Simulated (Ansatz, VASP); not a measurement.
# PbF2 in VASP and in Ansatz

Contents of INCAR:

```
SYSTEM = PbF2
PREC = Accurate
ENCUT = 520
EDIFF = 1E-7
ISMEAR = 0
SIGMA = 0.05
LREAL = .False.
LASPH = .True.
NELM = 100
ALGO = Normal
ISIF = 2
LWAVE = .False.
LCHARG = .False.
GGA = PE
NBANDS = 21
```

File KPOINTS:

```
Automatic mesh
0
Gamma
  8 8 8
  0 0 0
```

File POSCAR:

```
PbF2
1.0
    0.1113693750      2.9698500000      2.9698500000
    3.0812193750      0.0000000000      3.0812193750
    2.9698500000      2.9698500000      0.1113693750
Pb F
1 2
Direct
    0.0000000000      0.0000000000      0.0000000000
    0.2500000000      0.2500000000      0.2500000000
    0.7500000000      0.7500000000      0.7500000000
```

Input for Ansatz:

```yaml
crystal:
  lattice:
    - [0.111369375, 2.96985, 2.96985]
    - [3.081219375, 0.0, 3.081219375]
    - [2.96985, 2.96985, 0.111369375]
  atoms:
    - { symbol: Pb, position: [0.0, 0.0, 0.0] }
    - { symbol: F, position: [0.25, 0.25, 0.25] }
    - { symbol: F, position: [0.75, 0.75, 0.75] }
basis:
  ecutwfc: 420
kpoints:
  mp_grid: { grid: [8, 8, 8] }
hamiltonian:
  xc: pbe
scf:
  occupations: { method: gaussian, width: 0.05 }
output:
  forces: true
  stress: true
  eigenvalues: true
```

Change from the starting cell: strain +0.0750 x Voigt [0, 0, 0, 0, 1, 0], atoms carried along.

Alike in both runs: task single point; functional PBE; k mesh 8 × 8 × 8; occupations gaussian, width 0.05 eV; no spin polarisation.

|  | VASP | Ansatz |
| --- | --- | --- |
| version | VASP 6.6.1 | Ansatz 0.2.0 |
| potentials or method | VASP PAW PBE potentials, release 64 (Pb_d, F) | scalar-relativistic, plane waves, PAW |
| plane-wave cutoff (eV) | 520 | 420 |
| valence electrons in the cell | 28 | 28 |

```csv
,VASP,Ansatz,Ansatz less VASP
gap on the k mesh at the Fermi level (eV),4.35,4.35,+0.005
least direct gap on the mesh (eV),4.52,4.52,+0.003
pressure (GPa),2.5,2.7,+0.20
largest component of the traceless stress (GPa),2.49,2.46,-0.032
rms of the force components (eV/Å),0.103,0.102,-0.0017
```

Atom by atom the forces differ by 0.002 eV/Å (rms over components). With one functional, cell and mesh, what is left measures potentials, basis and numerics.

Caveats: spin-orbit coupling is left out, which as a rule narrows the gap of such compounds by several tenths of an eV. A k mesh can miss the band edges.
